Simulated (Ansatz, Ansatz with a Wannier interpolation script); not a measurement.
# Settings in Wannier-interpolated G0W0: SiC (Moissanite), part 2 of 2

Aim: vary the Wannier model and the GW settings for SiC (Moissanite) and see what the interpolated bands lose.

Ansatz 0.2.0; maximally localised Wannier functions, LDA, plane waves, PAW; PAW set soft_1. Known limits of the many-body steps: not at the basis limit; coarse k mesh.

So far. Step 4 (Wannier model on 9×9×4): Near the gap the model misses directly solved bands by 16.6 meV r.m.s. and by 123 meV at most in the window tested. This tests the starting bands, not the corrections carried with them.

## 6. G0W0: 9×9×4 mesh, 190 empty bands, screening to 160 eV, PAW set soft_1 files

Now the one-shot GW correction: screening in the RPA, then the self-energy of the levels asked for.

This step: G0W0 on LDA, plane waves, PAW; PAW set soft_1.

Contents of input.yaml:

```yaml
crystal:
  lattice:
    - [3.076, 0.0, 0.0]
    - [-1.538, 2.66389414, 0.0]
    - [0.0, 0.0, 5.048]
  atoms:
    - { symbol: Si, position: [0.33333333, 0.66666667, 0.0] }
    - { symbol: Si, position: [0.66666667, 0.33333333, 0.5] }
    - { symbol: C, position: [0.33333333, 0.66666667, 0.385] }
    - { symbol: C, position: [0.66666667, 0.33333333, 0.885] }
kpoints:
  mp_grid: { grid: [9, 9, 4] }
hamiltonian:
  xc: lda
  pseudopotentials: { kind: paw, azcp: { folder: soft_1 }, xc_functional: pbe }
scf:
  occupations: { method: fixed }
gw:
  n_empty_bands: 190
  ecut_chi: 160.0
  qp_bands: [v8, c4]
  screening: { model: contour_deformation }
```

Run with:

```sh
ansatz run input.yaml --threads 3 --pin off --max-ram 92160MiB --backend cuda --events-out ev --progress --plain --runs-dir out --devices 1 --max-vram 13GiB
```

Numbers of over 12 decimals in the logs are rounded to 6 here.

What it wrote:

```text
GPUs: using 1 of 1 available (devices: 1).
[...]
GPU FFT provider: cuFFT
GPU libraries: cuBLAS 13.8.2, cuFFT 12.4.0, cuSOLVER 12.3.4
Crystal: 4 atoms, lattice volume = 41.364 Å³
Basis set: ecut = 420 eV, 785 PW (Γ)
Bands: 12, of which v1, the nominal top of the filled ones, is band 8 counted from 1 (7 counted from 0)
Symmetry: 12 space group operations
[...]
k-points: 36 of 324 (time reversal used)
[...]
0     8      9.5434   -18.0009     1.7057   -15.8467  0.7888     9.0936     9.0949  root
[...]
35     9     14.3048    -7.9805    -4.8202   -13.4427  0.8068    14.9500    14.9468  root
    35    10     14.3048    -7.9805    -4.8202   -13.4427  0.8068    14.9500    14.9468  root
    35    11     15.3992    -6.5114    -5.1952   -12.3480  0.7940    16.0451    16.0406  root
    35    12     15.3992    -6.5114    -5.1952   -12.3480  0.7940    16.0451    16.0406  root
[key lines of the parts left out:]
SCF converged after 7 iterations
Free energy (F): -1704.356026 eV
Fermi energy:    9.543415 eV
```

It took 85 s on 1 × NVIDIA H100 80GB HBM3 (shared by 6 runs) with 3 threads of AMD EPYC 7R13 (Zen 3), shared host; peak memory 1.4 GiB.

The G0W0 gap on the mesh is 3.129 eV.

## 7. G0W0: 3×3×2 mesh, 190 empty bands, screening to 160 eV, PAW set soft_1 files

input.yaml: that of step 6 with these lines changed.

```diff
@@ -11,3 +11,3 @@
 kpoints:
-  mp_grid: { grid: [9, 9, 4] }
+  mp_grid: { grid: [3, 3, 2] }
 hamiltonian:
```

What it wrote:

```text
GPUs: using 1 of 1 available (devices: 1).
[...]
GPU FFT provider: cuFFT
GPU libraries: cuBLAS 13.8.2, cuFFT 12.4.0, cuSOLVER 12.3.4
Crystal: 4 atoms, lattice volume = 41.364 Å³
Basis set: ecut = 420 eV, 785 PW (Γ)
Bands: 12, of which v1, the nominal top of the filled ones, is band 8 counted from 1 (7 counted from 0)
Symmetry: 12 space group operations
[...]
k-points: 6 of 18
[...]
0     8      9.6189   -18.0600     1.8492   -15.8257  0.7883     9.2329     9.2338  root
[...]
5     9     14.3275    -7.8456    -5.0265   -13.4371  0.8048    14.8951    14.8925  root
     5    10     14.3275    -7.8456    -5.0265   -13.4371  0.8048    14.8951    14.8925  root
     5    11     15.4289    -6.4931    -5.2807   -12.3329  0.7965    15.9933    15.9881  root
     5    12     15.4289    -6.4931    -5.2807   -12.3329  0.7965    15.9933    15.9881  root
[key lines of the parts left out:]
SCF converged after 7 iterations
Free energy (F): -1703.860653 eV
Fermi energy:    9.618925 eV
```

It took 9.3 s on 1 × NVIDIA H100 80GB HBM3 (shared by 6 runs) with 3 threads; peak memory 1 GiB.

The G0W0 gap on the mesh is 2.919 eV.

## 8. G0W0: 9×9×4 mesh, 88 empty bands, screening to 96 eV, PAW set soft_1 files

input.yaml: that of step 7 with these lines changed.

```diff
@@ -11,3 +11,3 @@
 kpoints:
-  mp_grid: { grid: [3, 3, 2] }
+  mp_grid: { grid: [9, 9, 4] }
 hamiltonian:
@@ -18,4 +18,4 @@
 gw:
-  n_empty_bands: 190
-  ecut_chi: 160.0
+  n_empty_bands: 88
+  ecut_chi: 96
   qp_bands: [v8, c4]
```

What it wrote:

```text
GPUs: using 1 of 1 available (devices: 1).
[...]
GPU FFT provider: cuFFT
GPU libraries: cuBLAS 13.8.2, cuFFT 12.4.0, cuSOLVER 12.3.4
Crystal: 4 atoms, lattice volume = 41.364 Å³
Basis set: ecut = 420 eV, 785 PW (Γ)
Bands: 12, of which v1, the nominal top of the filled ones, is band 8 counted from 1 (7 counted from 0)
Symmetry: 12 space group operations
[...]
k-points: 36 of 324 (time reversal used)
[...]
0     8      9.5434   -18.0009     2.0185   -15.8467  0.7917     9.4076     9.4077  root
[...]
35     9     14.3048    -7.9805    -4.6392   -13.4427  0.8081    15.1332    15.1278  root
    35    10     14.3048    -7.9805    -4.6392   -13.4427  0.8081    15.1332    15.1278  root
    35    11     15.3992    -6.5114    -5.0076   -12.3480  0.7954    16.2357    16.2281  root
    35    12     15.3992    -6.5114    -5.0076   -12.3480  0.7954    16.2357    16.2281  root
[key lines of the parts left out:]
SCF converged after 7 iterations
Free energy (F): -1704.356026 eV
Fermi energy:    9.543415 eV
```

It took 49 s on 1 × NVIDIA H100 80GB HBM3 (shared by 6 runs) with 3 threads; peak memory 1.2 GiB; 85 s of CPU time.

The G0W0 gap on the mesh is 2.935 eV.

## 9. G0W0: 9×9×4 mesh, 190 empty bands, screening to 160 eV, plasmon pole, PAW set soft_1 files

input.yaml: that of step 8 with these lines changed.

```diff
@@ -18,5 +18,5 @@
 gw:
-  n_empty_bands: 88
-  ecut_chi: 96
+  n_empty_bands: 190
+  ecut_chi: 160.0
   qp_bands: [v8, c4]
-  screening: { model: contour_deformation }
+  screening: { model: godby_needs }
```

What it wrote:

```text
GPUs: using 1 of 1 available (devices: 1).
[...]
GPU FFT provider: cuFFT
GPU libraries: cuBLAS 13.8.2, cuFFT 12.4.0, cuSOLVER 12.3.4
Crystal: 4 atoms, lattice volume = 41.364 Å³
Basis set: ecut = 420 eV, 785 PW (Γ)
Bands: 12, of which v1, the nominal top of the filled ones, is band 8 counted from 1 (7 counted from 0)
Symmetry: 12 space group operations
[...]
k-points: 36 of 324 (time reversal used)
[...]
0     8      9.5434   -18.0009     1.8048   -15.8467  0.7926     9.1934     9.1940  root
[...]
35     9     14.3048    -7.9805    -4.7758   -13.4427  0.8121    14.9937    14.9911  root
    35    10     14.3048    -7.9805    -4.7758   -13.4427  0.8121    14.9937    14.9911  root
    35    11     15.3992    -6.5114    -5.1280   -12.3480  0.8046    16.1110    16.1078  root
    35    12     15.3992    -6.5114    -5.1280   -12.3480  0.8046    16.1110    16.1078  root
[key lines of the parts left out:]
SCF converged after 7 iterations
Free energy (F): -1704.356026 eV
Fermi energy:    9.543415 eV
```

Run time: 2.9 min. Hardware: 1 × NVIDIA H100 80GB HBM3 (shared by 6 runs) with 3 threads; peak memory 2.9 GiB; 5.9 min of CPU time.

The G0W0 gap on the mesh is 3.062 eV.

## 10. Interpolated results

Times are wall times on 1 × NVIDIA H100 80GB HBM3 (shared by 6 runs) with 3 threads of AMD EPYC 7R13 (Zen 3), shared host, good to a factor of about two.

```tsv
GW mesh	empty bands	cutoff (eV)	frequency	gap on mesh (eV)	gap over zone (eV)	direct gap (eV)	valence width (eV)	GW time
9×9×4	190	160	contour deformation	3.129	3.129	5.092	16.040	85 s
3×3×2	190	160	contour deformation	2.919	2.991	5.036	16.119	9.3 s
9×9×4	88	96	contour deformation	2.935	2.935	4.950	16.168	49 s
9×9×4	190	160	plasmon pole	3.062	3.062	5.036	15.888	2.9 min
```

## 11. Results

- 9×9×4 mesh, 190 empty bands, screening to 160 eV, PAW set soft_1 files: 3.13 eV
- 3×3×2 mesh, 190 empty bands, screening to 160 eV, PAW set soft_1 files: 2.99 eV
- 9×9×4 mesh, 88 empty bands, screening to 96 eV, PAW set soft_1 files: 2.94 eV
- 9×9×4 mesh, 190 empty bands, screening to 160 eV, plasmon pole, PAW set soft_1 files: 3.06 eV

The largest change, −0.19 eV in the gap over the zone, comes with 9×9×4 mesh, 88 empty bands, screening to 96 eV, PAW set soft_1 files. The first run is a reference, not a converged one, and where a row moves several settings no single cause can be named. Rows on another GW mesh add that mesh's corrections to the bands of the one model. With 3×3×2 mesh, 190 empty bands, screening to 160 eV, PAW set soft_1 files the gap over the zone moves by −0.14 eV and that on the mesh by −0.21 eV. With 9×9×4 mesh, 88 empty bands, screening to 96 eV, PAW set soft_1 files the gap over the zone moves by −0.19 eV and that on the mesh by −0.19 eV. With 9×9×4 mesh, 190 empty bands, screening to 160 eV, plasmon pole, PAW set soft_1 files the gap over the zone moves by −0.07 eV and that on the mesh by −0.07 eV. Gaps over the zone and on the mesh differ where an edge lies off the mesh, or where a GW run starts from another density: the starting gap over the zone is 2.213 eV, on the GW meshes it is 2.213 eV and 2.141 eV.

[Paths, hosts, dates, memory and timing lines, banners, echoed tables and standing remarks are left out of the program output.]

[Logs are printed without paths, hosts, clocks, repeated set-up lines and the standing remarks that a program may print on its own settings, such as how far it seeks lower states.]

[Runs of the session that timed out or met a known fault of the program may be left out.]

[Hosts, paths, dates, database ids (printed as entryN), source tags and the programs' standing remarks are cut or masked in the printed files.]
